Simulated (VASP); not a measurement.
The system is CdSe (Cadmoselite).

```
Cd Se
1.0
     4.30000    0.00000    0.00000
    -2.15000    3.72391    0.00000
     0.00000    0.00000    7.02000
Cd Se
2 2
Cartesian
  0.0000 2.4826 0.0000
  2.1500 1.2413 3.5100
  0.0000 2.4826 2.7027
  2.1500 1.2413 6.2127
```

| Item | Value |
| --- | --- |
| Program | VASP 6.6.1 |
| Task | relaxation of cell and atoms |
| Functional | RPBE |
| Potentials or basis | VASP PAW PBE potentials, release 64 (Cd, Se) |
| Cutoff | 600 eV |
| k mesh | 9 × 9 × 4 |
| Occupations | gaussian, width 0.03 eV |
| Spin | no spin polarisation |

At the start: pressure 5.3 GPa; volume 28.10 Å³/atom.

**Question.** Where does the relaxation end?

**Answer.** Over 8 steps the energy falls by 50.3 meV/atom and the volume is 31.18 Å³/atom (+11.0 %); space group P6_3mc (No. 186, to 0.05 Å).

The path:
| step | energy change (eV) | largest force (eV/Å) | pressure (GPa) | volume (Å³) |
| --- | --- | --- | --- | --- |
| 1 | 0.0000 | 0.2965 | 5.26 | 112.41 |
| 2 | -0.1871 | 0.0435 | -0.96 | 128.09 |
| 3 | -0.1972 | 0.0768 | 0.00 | 124.78 |
| 4 | -0.1972 | 0.0739 | -0.08 | 125.04 |
| 5 | -0.1983 | 0.0569 | -0.07 | 124.98 |
| 6 | -0.2003 | 0.0035 | -0.02 | 124.83 |
| 7 | -0.2005 | 0.0204 | 0.00 | 124.76 |
| 8 | -0.2011 | 0.0028 | 0.01 | 124.72 |

Final structure:
```xyz
4
Lattice="4.4507 0.0000 0.0000 -2.2253 3.8544 0.0000 0.0000 0.0000 7.2703" Properties=species:S:1:pos:R:3 pbc="T T T"
Cd    0.0000    2.5696    0.0335
Cd    2.2253    1.2848    3.6686
Se    0.0000    2.5696    2.7656
Se    2.2253    1.2848    6.4008
```

Caveat: the PAW data sets were made with another functional, which shifts forces and pressure a little; the volume moved by +11 % from the deposited cell, more than functionals usually miss.
